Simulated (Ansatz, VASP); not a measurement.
# Cross-check of As (linear As chain) between VASP and Ansatz

Aim: how closely do two programs agree when they are given the same cell, functional and k mesh? The structure shown is the end of the Ansatz relaxation below.

Method: plane waves, with VASP 6.6.1 beside it; single point at LDA, in Ansatz 0.2.0.

### Step 1. Starting point

The cell holds 1 atom: 1 As. Its edges and angles: a = 7.500 Å, b = 7.500 Å, c = 2.284 Å, α = 90.0°, β = 90.0°, γ = 90.0°. Vacuum lies along a and b. The structure's axis is c.

### Step 2. Ansatz: relaxation, LDA

Ansatz runs on its default PAW (the set named soft_2) files.

This run makes the geometry at which the two programs are then compared.

The input, input.yaml:

```yaml
crystal:
  lattice:
    - [7.5, 0.0, 0.0]
    - [0.0, 7.5, 0.0]
    - [0.0, 0.0, 2.2134]
  atoms:
    - { symbol: As, position: [0.5, 0.5, 0.0], spin: 0.3 }
magnetization:
  spin_polarized: true
kpoints:
  mp_grid: { grid: [1, 1, 37] }
scf:
  occupations: { method: fermi_dirac, width: 0.05 }
hamiltonian:
  xc: lda
relax:
  cell: { fix: [a, b, alpha, beta, gamma] }
  max_steps: 60
```

On the command line:

```bash
$ ansatz run input.yaml --threads 4 --pin off --max-ram 8192MiB --backend cpu --events-out ev --progress --plain --runs-dir out
```

Numbers of over 12 decimals in the logs are rounded to 6 here.

The program printed:

```text
Engine: ansatz 0.2.0, x86_64-unknown-linux-gnu
Pseudopotentials: kind: paw
Pseudopotential: As, paw, valence charge 15, recommended cutoff 420 eV (normal), As.paw.azcp
Functional definition: SPW92
  exchange = slater_x
  correlation = pw_c
Crystal: 1 atoms, lattice volume = 124.504 Å³
Basis set: ecut = 420 eV, 2463 PW (Γ)
Bands: 12, of which v1, the nominal top of the filled ones, is band 8 counted from 1 (7 counted from 0)
Symmetry: 16 space group operations
Space group: P4/mmm (ITA 123), of the structure as read, at distance tolerance 5.0e-5 Å
Magnetic group: BNS 123.339 (UNI 999), of the structure as read, at distance tolerance 5.0e-5 Å
k-points: 19 of 37
Non-local potential: As, projectors of the file, l = 0: 2, l = 1: 2, l = 2: 3, l = 3: 1
PAW form: soft (Blöchl's): semilocal exchange-correlation on the pseudo side does not see the compensation charge
PAW frozen core: As, regenerated for the run's functional, and the local potential with it (the file was generated under x = pbe(κ = 0.804, μ = 0.219515), c = pbe(β = 0.066725))
PAW one-centre angular grid: As, 590 points (default); XC on 64 Gauss nodes
Initial density: superposition of atomic densities (neutral atoms: chi_scale 0, normalization atom)
Starting moments: Σ|m| = 0.3 μB on 1 of 1 site
Initial wavefunctions: pseudopotential atomic-orbital guess
Functional: x = slater, c = lda
iter 1 solved again at ethr=8.75e-4 eV; its pass at ethr=3.10e-3 eV (dr2=1.31e-1 eV) is discarded
SCF iter   1: F=—  HF=-4772.252862 eV  |F-HF|=—  |Δ(HF+E_count)|=         —  Δρ=1.07e-2 (↑1.07e-2 ↓1.04e-2)  dr2=1.33e-1  dr2_m=1.11e-1  M=0.043 μB ∫|m|=0.043 μB  β_m=0.30  ethr=8.75e-4  ⟨swp⟩=1.0  Hψ=3428  notcnv=0
preconditioner: auto → LDOS  [metal: Δε(μ)=0.092 eV  Ē_g=10.065 eV  σ=0.050 eV  W_gap=0.40  n_scr=20 (ndim 8)  ℏωp=6.7 eV  f_vac=0.683  D(μ)=0.85/eV (n_scr^D=4)]
spin=Collinear: LDOS preconditioning applied to the charge; magnetization (m = ρ↑ − ρ↓) channel mixes plain (no charge-response kernel on spin).
SCF iter   2: F=—  HF=-4772.227444 eV  |F-HF|=—  |Δ(HF+E_count)|=   2.54e-2  Δρ=7.47e-3 (↑7.47e-3 ↓7.28e-3)  dr2=6.31e-2  dr2_m=5.50e-2  M=0.035 μB ∫|m|=0.035 μB  β_m=0.30  ethr=8.75e-4  ⟨swp⟩=2.0  Hψ=519  notcnv=0
SCF iter   3: F=—  HF=-4772.205164 eV  |F-HF|=—  |Δ(HF+E_count)|=   2.23e-2  Δρ=4.96e-3 (↑4.94e-3 ↓4.96e-3)  dr2=2.86e-3  dr2_m=2.73e-2  M=0.029 μB ∫|m|=0.029 μB  β_m=0.30  ethr=4.21e-4  ⟨swp⟩=2.7  Hψ=761  notcnv=0
SCF iter   4: F=—  HF=-4772.207265 eV  |F-HF|=—  |Δ(HF+E_count)|=   2.10e-3  Δρ=3.50e-3 (↑3.41e-3 ↓3.50e-3)  dr2=1.05e-3  dr2_m=1.35e-2  M=0.024 μB ∫|m|=0.024 μB  β_m=0.30  ethr=1.91e-5  ⟨swp⟩=2.2  Hψ=642  notcnv=0
SCF iter   5: F=—  HF=-4772.208098 eV  |F-HF|=—  |Δ(HF+E_count)|=   8.33e-4  Δρ=2.47e-3 (↑2.39e-3 ↓2.47e-3)  dr2=2.10e-5  dr2_m=6.73e-3  M=0.019 μB ∫|m|=0.019 μB  β_m=0.30  ethr=7.02e-6  ⟨swp⟩=2.0  Hψ=683  notcnv=0
SCF iter   6: F=—  HF=-4772.208616 eV  |F-HF|=—  |Δ(HF+E_count)|=   5.18e-4  Δρ=1.72e-3 (↑1.71e-3 ↓1.72e-3)  dr2=3.02e-6  dr2_m=3.35e-3  M=0.016 μB ∫|m|=0.016 μB  β_m=0.30  ethr=1.40e-7  ⟨swp⟩=2.0  Hψ=738  notcnv=0
SCF iter   7: F=—  HF=-4772.208888 eV  |F-HF|=—  |Δ(HF+E_count)|=   2.72e-4  Δρ=1.21e-3 (↑1.21e-3 ↓1.21e-3)  dr2=3.37e-7  dr2_m=1.68e-3  M=0.013 μB ∫|m|=0.013 μB  β_m=0.30  ethr=2.01e-8  ⟨swp⟩=2.1  Hψ=745  notcnv=0
Mixer restart at iter 7: flushing history
spin-set hold released at iteration 7 (site moments contracting): the magnetisation degrees of freedom join the quasi-Newton model from the next iteration; the mixer history was flushed
SCF iter   8: F=—  HF=-4772.209033 eV  |F-HF|=—  |Δ(HF+E_count)|=   1.45e-4  Δρ=8.59e-4 (↑8.59e-4 ↓8.57e-4)  dr2=1.94e-7  dr2_m=8.40e-4  M=0.011 μB ∫|m|=0.011 μB  β_m=0.65  ethr=6.67e-10  ⟨swp⟩=4.7  Hψ=1455  notcnv=0
SCF iter   9: F=—  HF=-4772.209213 eV  |F-HF|=—  |Δ(HF+E_count)|=   1.80e-4  Δρ=5.14e-5 (↑4.93e-5 ↓5.14e-5)  dr2=1.26e-8  dr2_m=2.89e-6  M=0.003 μB ∫|m|=0.003 μB  β_m=0.82  ethr=6.67e-10  ⟨swp⟩=2.4  Hψ=1759  notcnv=0
SCF iter  10: F=—  HF=-4772.209218 eV  |F-HF|=—  |Δ(HF+E_count)|=   5.02e-6  Δρ=2.44e-5 (↑2.43e-5 ↓2.44e-5)  dr2=8.87e-9  dr2_m=6.76e-7  M=0.001 μB ∫|m|=0.002 μB  β_m=0.91  ethr=8.41e-11  ⟨swp⟩=4.6  Hψ=1468  notcnv=0
SCF iter  11: F=—  HF=-4772.209219 eV  |F-HF|=—  |Δ(HF+E_count)|=   1.71e-6  Δρ=5.12e-6 (↑4.75e-6 ↓5.12e-6)  dr2=2.36e-8  dr2_m=2.16e-8  M=0.000 μB ∫|m|=0.000 μB  β_m=0.76  ethr=5.91e-11  ⟨swp⟩=4.6  Hψ=1468  notcnv=0
SCF iter  12: F=—  HF=-4772.209219 eV  |F-HF|=—  |Δ(HF+E_count)|=   4.69e-8  Δρ=1.19e-6 (↑1.17e-6 ↓1.19e-6)  dr2=5.50e-11  dr2_m=1.57e-9  M=0.000 μB ∫|m|=0.000 μB  β_m=0.88  ethr=5.91e-11  ⟨swp⟩=4.0  Hψ=1303  notcnv=0
SCF iter  13: F=-4772.209219 eV  HF=-4772.209219 eV  |F-HF|=2.73e-12  |Δ(HF+E_count)|=   4.00e-9  Δρ=4.45e-8 (↑4.45e-8 ↓3.02e-8)  dr2=7.83e-13  dr2_m=1.41e-12  M=0.000 μB ∫|m|=0.000 μB  ethr=1.00e-12  ⟨swp⟩=3.0  Hψ=1113  notcnv=0
[...]
iter 6 did not close the SCF: its close was put off for a magnetic moment that had not settled (scf_convergence_deferred on its scf_iter line)
SCF iter   6: F=-4772.251487 eV  HF=-4772.251487 eV  |F-HF|=5.28e-11  |Δ(HF+E_count)|=  4.57e-10  Δρ=1.92e-7 (↑1.92e-7 ↓1.70e-7)  dr2=4.17e-12  dr2_m=3.69e-11  M=-0.000 μB ∫|m|=0.000 μB  β_m=0.88  ethr=1.71e-12  ⟨swp⟩=1.0  Hψ=1261  notcnv=0
SCF iter   7: F=-4772.251487 eV  HF=-4772.251487 eV  |F-HF|=4.55e-12  |Δ(HF+E_count)|=  8.55e-11  Δρ=3.81e-8 (↑3.66e-8 ↓3.81e-8)  dr2=8.34e-14  dr2_m=1.61e-12  M=-0.000 μB ∫|m|=0.000 μB  ethr=1.00e-12  ⟨swp⟩=1.0  Hψ=1183  notcnv=0
the starting moments were not kept: the SCF closed with an absolute magnetisation of 2.4e-6 μB, where they sum to 0.3 μB in size (1 site). That is at most 0.1 of that sum. Measured as dr2_m measures the in/out step, that magnetisation stands 8.7e-13 eV from none, at or under the dr2_threshold of 1.0e-7 eV: it is no larger than a step whose dr2_m would equal this threshold.
SCF 3 converged in 7 iterations: F = -4772.251487 eV  dr2 = 8.34e-14
relax step   3: F+E_penalty+E_count = -4772.25148660 eV  Δ(F+E_penalty+E_count) = -1.144e-3 eV  max|allowed force component| = 0.000e0 eV/Å  Δτ_max = 0.0000 Å  P = +0.111 GPa  Ω = 128.339 Å³  energy of the carried Pulay correction = -1.238e-4 eV  fix = [a, b, alpha, beta, gamma]  reactions: a +0.121, b +0.121 GPa  (7 SCF iters, dr2 threshold 1.00e-7 eV, accepted)
[...]
relax step   4: F+E_penalty+E_count = -4772.25151706 eV  Δ(F+E_penalty+E_count) = -3.046e-5 eV  max|allowed force component| = 0.000e0 eV/Å  Δτ_max = 0.0000 Å  P = +0.082 GPa  Ω = 128.457 Å³  energy of the carried Pulay correction = -1.275e-4 eV  fix = [a, b, alpha, beta, gamma]  reactions: a +0.121, b +0.121 GPa  (5 SCF iters, dr2 threshold 2.06e-8 eV, accepted)
[...]
relax step   5: F+E_penalty+E_count = -4772.25166509 eV  Δ(F+E_penalty+E_count) = -1.480e-4 eV  max|allowed force component| = 0.000e0 eV/Å  Δτ_max = 0.0000 Å  P = +0.083 GPa  Ω = 128.457 Å³  fix = [a, b, alpha, beta, gamma]  reactions: a +0.121, b +0.121 GPa  stress off target by 5.20e-3 GPa on what of the cell is left free  SCF on the basis re-selected at this cell (its energy is not comparable with the rows above)  (5 SCF iters)
basis re-selected at this cell: Δ(F+E_penalty+E_count) = -1.480e-4 eV, ΔP = +0.001 GPa vs the last step (what re-selecting the basis moved, of the pressure what is left beyond the Pulay correction that the steps carried, after the strain that the cell walked since its last selection, with what the two solves' SCF thresholds leave and, on support functions, any second-order correction that the steps lacked; it is no measure of the basis error at this ecutwfc). The dense FFT grid was sized anew with the basis: this SCF ran on 54×54×16 points, the steps before it on 54×54×15, so part of this shift can come from that change (see relax.cell in the input reference). [rest of the remark cut]
SCF converged after 5 iterations
Magnetization: -0.0000 μB (7.5000 up, 7.5000 down)
Absolute magnetization: 0.0000 μB (∫|ρ↑−ρ↓|, with the PAW one-centre terms)
Spin contamination: 0.0000 ħ² per cell (⟨S²⟩ above its minimum at these occupations)
Per-site moments (μB) at R_I (Å): [(-1.7081404608186308e-7, 0.942016)]
Free energy (F): -4772.251665 eV
Harris-Foulkes:  -4772.251665 eV  (|F-HF|=1.82e-12)
Internal energy: -4772.244112 eV  (E = F + TS)
E sigma→0 (E₀):  -4772.247888 eV
Entropy (-TS):   -0.007553 eV (-7.553 meV/atom)
Fermi energy:    -2.778903 eV
--- Per-component energies (eV) ---
  E_band       = -425.934618
  E_kinetic    = 102.169758
  E_local      = -4074.426665  (includes V_loc(G=0)·N_el)
  E_nonlocal   = -665.561208
  E_hartree    = 2030.698853
  E_xc         = -77.533083
  E_vxc        = -77.635819  (∫ρ·V_xc dr)
  E_paw        = -1752.935324  (= ΣΔE_a)
  E_vpaw       = 228.121538  (= ΣTr[D̂ρ^β])
  E_aug_tail   = 0.000009  (compensation charges beyond the density's cutoff)
  E_ewald      = -336.731682
  E_core_change = 2.075230  (= ΣΔE_core)
  E_smearing   = -0.007553  (= −TS)
  E_closure    = -0.000000  (closes the sum)
  Σ components = -4772.251665   (vs F -4772.251665, Δ=0.00e0)
--- Forces (eV/Å), atoms counted from 1 ---
  atom   1  As     0.00000000    -0.00000000     0.00000000
  max |Σ_I F_I| component: 4.73e-30 eV/Å
--- Stress (GPa, compression-positive) ---
        0.121165       0.000000       0.000000
        0.000000       0.121165       0.000000
        0.000000       0.000000       0.005195
  P = ⅓ Tr σ = 0.0825 GPa (0.825 kbar)
--- Relaxed structure (4 steps of the walk, 4 accepted, 1 SCFs on fresh bases) ---
  F+E_penalty+E_count = -4772.25166509 eV   max|allowed force component| = 0.000e0 eV/Å   (the final SCF, on the basis selected at the relaxed cell)
  cell:  # Å, volume = 128.4567 Å³
    - [7.5, 0.0, 0.0]
    - [0.0, 7.5, 0.0]
    - [0.0, 0.0, 2.283674]
  atoms:
    - { symbol: As, position: [0.5, 0.5, 0.0] }
```

### Step 3. VASP: single point, LDA

The same cell, functional (in two slightly different forms), mesh and smearing now go to VASP, with its own data sets.

Lines of VASP's logs that name or quote its potential files are left out, and so is its time.

The input, INCAR:

```
SYSTEM = As
PREC = Accurate
ENCUT = 500
EDIFF = 1E-06
NELM = 200
ISMEAR = -1
SIGMA = 0.05
LREAL = .FALSE.
ALGO = Normal
GGA = CA
NBANDS = 9
ISPIN = 2
MAGMOM = -0
LORBIT = 11
LWAVE = .FALSE.
LCHARG = .FALSE.
ISIF = 2
LASPH = .TRUE.
GGA_COMPAT = .FALSE.
```

The input, POSCAR:

```
As
1.0
    7.5000000000      0.0000000000      0.0000000000
    0.0000000000      7.5000000000      0.0000000000
    0.0000000000      0.0000000000      2.2836741320
As
1
Direct
    0.5000000000      0.5000000000      0.0000000000
```

The input, KPOINTS:

```
Automatic mesh
0
Gamma
1 1 37
0 0 0
```

The projector-augmented-wave data sets are As (LDA family, release 64).

On the command line:

```bash
$ mpirun -np 1 vasp_std
```

The program printed:

```text
[banner, memory and clock lines left out]
running    1 mpi-ranks, on    1 nodes
 distrk:  each k-point on    1 cores,    1 groups
 distr:  one band on    1 cores,    1 groups

 POSCAR found type information on POSCAR As
 POSCAR found :  1 types and       1 ions
 LDA part: xc-table for (Slater(with rela. corr.)+CA(PZ))
 , standard interpolation
 POSCAR, INCAR and KPOINTS ok, starting setup
 FFT: planning ... GRIDC
 FFT: planning ... GRID_SOFT
 FFT: planning ... GRID
 WAVECAR not read
 entering main loop
       N       E                     dE             d eps       ncg     rms          rms(c)
DAV:   1     0.197855589633E+02    0.19786E+02   -0.15141E+03   684   0.313E+02
DAV:   2    -0.264934611470E+01   -0.22435E+02   -0.17778E+02   876   0.534E+01
DAV:   3    -0.399002495353E+01   -0.13407E+01   -0.13349E+01   803   0.179E+01
DAV:   4    -0.400412896454E+01   -0.14104E-01   -0.14100E-01   846   0.220E+00
DAV:   5    -0.400430737903E+01   -0.17841E-03   -0.17841E-03   906   0.215E-01    0.233E+00
DAV:   6    -0.397793524742E+01    0.26372E-01   -0.18888E-02   762   0.572E-01    0.129E+00
DAV:   7    -0.396749866159E+01    0.10437E-01   -0.21304E-02   772   0.620E-01    0.120E-01
DAV:   8    -0.396780102624E+01   -0.30236E-03   -0.59286E-04   696   0.132E-01    0.529E-02
DAV:   9    -0.396835666745E+01   -0.55564E-03   -0.13603E-04   708   0.569E-02    0.323E-02
DAV:  10    -0.396862950651E+01   -0.27284E-03   -0.30761E-05   712   0.245E-02    0.247E-02
DAV:  11    -0.396875174622E+01   -0.12224E-03   -0.74836E-05   717   0.318E-02    0.973E-03
DAV:  12    -0.396884484770E+01   -0.93101E-04   -0.19584E-05   722   0.167E-02    0.680E-03
DAV:  13    -0.396888673819E+01   -0.41890E-04   -0.65973E-06   698   0.102E-02    0.182E-03
DAV:  14    -0.396889261673E+01   -0.58785E-05   -0.36472E-07   714   0.284E-03    0.118E-03
DAV:  15    -0.396889661802E+01   -0.40013E-05   -0.29372E-07   688   0.226E-03    0.737E-04
DAV:  16    -0.396889668599E+01   -0.67961E-07   -0.78880E-09   745   0.425E-04
   1 F= -.39688967E+01 E0= -.39651676E+01  d E =-.745816E-02  mag=    -0.0000
```

From OUTCAR (step 3):

```text
ion  position               nearest neighbor table
   1  0.500  0.500  0.000-

  LATTYP: Found a simple tetragonal cell.
 ALAT       =     7.5000000000
 C/A-ratio  =     0.3044898843

 Subroutine GETGRP returns: Found 16 space group operations
 (whereof 16 operations were pure point group operations)

The static configuration has the point symmetry D_4h.

 Found     19 irreducible k-points:

   k-points           NKPTS =     19   k-points in BZ     NKDIM =     19   number of bands    NBANDS=      9

   dimension x,y,z NGX =    56 NGY =   56 NGZ =   18
   dimension x,y,z NGXF=   112 NGYF=  112 NGZF=   36

   ENCUT  =  500.0 eV  36.75 Ry    6.06 a.u.  13.67 13.67  4.16*2*pi/ulx,y,z

   NELECT =       5.0000    total number of electrons

 k-points in reciprocal lattice and weights: Automatic mesh
   0.00000000  0.00000000  0.00000000       0.027
   0.00000000  0.00000000  0.02702703       0.054
   0.00000000  0.00000000  0.05405405       0.054
   0.00000000  0.00000000  0.08108108       0.054
   0.00000000  0.00000000  0.10810811       0.054
   0.00000000  0.00000000  0.13513514       0.054
   0.00000000  0.00000000  0.16216216       0.054
   0.00000000  0.00000000  0.18918919       0.054
   0.00000000  0.00000000  0.21621622       0.054
[...]
0.00000000  0.00000000  0.45945946       0.054
   0.00000000  0.00000000  0.48648649       0.054

 average (electrostatic) potential at core
       1 -61.6829

 E-fermi :  -3.6195

 spin component 1
 k-point     1 :       0.0000    0.0000    0.0000
  band No.  band energies     occupation
      1     -16.4960      1.00000
      2      -6.0586      1.00000
      3      -6.0586      1.00000
      4       0.0522      0.00000
      5       1.7359      0.00000
      6       2.7958      0.00000
      7       3.4212      0.00000
      8       3.4212      0.00000
    ...

 k-point     2 :       0.0000    0.0000    0.0270
  band No.  band energies     occupation
      1     -16.4755      1.00000
      2      -6.0374      1.00000
      3      -6.0374      1.00000
      4       0.0724      0.00000
      5       1.7568      0.00000
      6       2.8165      0.00000
      7       3.4422      0.00000
      8       3.4422      0.00000
    ...

 k-point     3 :       0.0000    0.0000    0.0541
  band No.  band energies     occupation
      1     -16.4140      1.00000
      2      -5.9739      1.00000
      3      -5.9739      1.00000
      4       0.1330      0.00000
      5       1.8195      0.00000
      6       2.8786      0.00000
      7       3.5049      0.00000
      8       3.5049      0.00000
    ...

 k-point     4 :       0.0000    0.0000    0.0811
  band No.  band energies     occupation
      1     -16.3115      1.00000
      2      -5.8684      1.00000
      3      -5.8684      1.00000
      4       0.2335      0.00000
      5       1.9239      0.00000
      6       2.9821      0.00000
      7       3.6094      0.00000
      8       3.6094      0.00000
    ...

 k-point     5 :       0.0000    0.0000    0.1081
  band No.  band energies     occupation
      1     -16.1679      1.00000
      2      -5.7211      1.00000
      3      -5.7211      1.00000
      4       0.3729      0.00000
      5       2.0701      0.00000
      6       3.1269      0.00000
      7       3.7554      0.00000
      8       3.7554      0.00000
    ...

 k-point     6 :       0.0000    0.0000    0.1351
  band No.  band energies     occupation
      1     -15.9830      1.00000
      2      -5.5325      1.00000
      3      -5.5325      1.00000
      4       0.5487      0.00000
      5       2.2581      0.00000
      6       3.3132      0.00000
      7       3.9428      0.00000
      8       3.9428      0.00000
    ...

  Total        0.0968313      0.0968313      0.1817467      0.0000000      0.0000000      0.0000000
  in kB        1.2077300      1.2077300      2.2668382      0.0000000      0.0000000      0.0000000
  external PRESSURE =       1.5607661 kB  Pullay stress =       0.0000000 kB

  energy-cutoff  :      500.00
  volume of cell :      128.46
      direct lattice vectors                 reciprocal lattice vectors
     7.500000000  0.000000000  0.000000000     0.133333333  0.000000000  0.000000000
     0.000000000  7.500000000  0.000000000     0.000000000  0.133333333  0.000000000
     0.000000000  0.000000000  2.283674132     0.000000000  0.000000000  0.437890847

 POSITION                                       TOTAL-FORCE (eV/Angst)
 -----------------------------------------------------------------------------------
      3.75000      3.75000      0.00000         0.000000      0.000000      0.000000
 -----------------------------------------------------------------------------------
    total drift:                                0.000000     -0.000000      0.000000

  FREE ENERGIE OF THE ION-ELECTRON SYSTEM (eV)
  ---------------------------------------------------
  free  energy   TOTEN  =        -3.9688966860 eV

  energy  without entropy=       -3.9614385272  energy(sigma->0) =       -3.96516761

 total charge
# of ion       s       p       d       tot
------------------------------------------
    1        1.306   1.387   0.043   2.736

 magnetization (x)
# of ion       s       p       d       tot
------------------------------------------
    1        0.000  -0.000  -0.000  -0.000

[... 1 further part left out ...]
```

This run allows spin, but its moments start at zero, where symmetry between the spins tends to hold them. Its electron count is odd, so without a moment it is a metal by construction.

### Step 4. Side by side

Known differences besides the potentials themselves: the two LDA forms differ slightly; the data sets hold 15 valence electrons in Ansatz (on its default PAW (the set named soft_2) files) and 5 in VASP; the cutoff is 420 eV in Ansatz and 500 eV in VASP; VASP's log shows a relativistic correction to its local exchange, Ansatz's none; Ansatz's pressure holds a Pulay correction, VASP's none. Total energies have different zeros and are not compared.

Compared:

| quantity | Ansatz | VASP | difference |
| --- | --- | --- | --- |
| pressure (GPa) | 0.08 | 0.16 | -0.07 |

### Step 5. Summary of results

| Item | Value |
| --- | --- |
| difference in pressure (single point, LDA) | -0.074 GPa |

In words: The difference in pressure is -0.074 GPa (single point, LDA), within the 1 GPa picked in this series as the mark of a large difference. The data sets hold unlike numbers of valence electrons (15 in Ansatz and 5 in VASP), so part of the differences comes from the potentials. Such differences can come from data sets, numerical settings and the points named under the comparisons, not from the functional's error against experiment.

[Lines on the potential files, build, host, timing and source positions are cut from VASP's logs without a mark.]

[Logs are printed without paths, hosts, clocks, repeated set-up lines and the standing remarks that a program may print on its own settings, such as how far it seeks lower states.]

[Hosts, paths, dates, database ids (printed as entryN), source tags and the programs' standing remarks are cut or masked in the printed files.]
